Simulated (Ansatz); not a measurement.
**NiO2 in Ansatz: the effect of target pressure**

The system is NiO2.

```xyz
3
Lattice="2.7988 0.0000 0.0000 -1.3994 2.4238 0.0000 0.0000 0.0000 4.6183" Properties=species:S:1:pos:R:3 pbc="T T T"
Ni    0.0000    0.0000    2.3091
O     0.0000    1.6159    1.3576
O     1.3994    0.8079    3.2607
```

The cell comes from a database or a generator and needn't be the stable form of this composition.

Alike in all runs:

```yaml
Program: Ansatz 0.2.0
Task: relaxation of cell and atoms
Functional: PBEsol
Potentials_or_basis: Ansatz PAW
Cutoff: "420 eV (not typed: the program's choice for these potentials)"
k_mesh: 11 × 11 × 6
Occupations: fermi-dirac, width 0.05 eV
Spin: collinear spin, ferromagnetic start
Starting_moments: "[1.0, 0.0, 0.0] μB"
```

Each run relaxes the cell or the atoms first.

```tsv
target pressure	relaxed volume (Å³/atom)	gap on the mesh (eV)
0 GPa	?	?
2 GPa	9.65	0.81
5 GPa	9.11	0.71
10 GPa	8.62	0.63
20 GPa	8.08	0.55
30 GPa	7.72	0.53
```

Question: What does the run with target pressure 0 GPa give?

Answer: Relaxed volume 10.93 Å³/atom; gap on the mesh 1.02 eV.

Worked out: In Murnaghan's law V^(-B') rises as a straight line in P. The other rows fit best with B' = 8.0, V0 = 10.13 Å³/atom and B0 = 31 GPa, which gives 10.13 Å³/atom at 0 GPa, against the run's 10.93. A parabola through the other rows of the gap on the mesh, of slope -0.0256 eV per GPa there, extrapolates to 0.84 eV, against the run's 1.02.

Caveats: odd divisions of the mesh miss points on the zone boundary, where band edges often lie, so the gap on the mesh can be too wide; the plane-wave basis is chosen anew once the cell has moved, so the energies of steps on either side of that aren't comparable; the PAW data sets come from PBE, with cores solved anew for the run's functional, which leaves a small shift of forces and pressure; the starting moments weren't kept; the volume moved by over 15 % at a fixed basis, so the end points are rough (some runs).

A k mesh can miss the band edges.
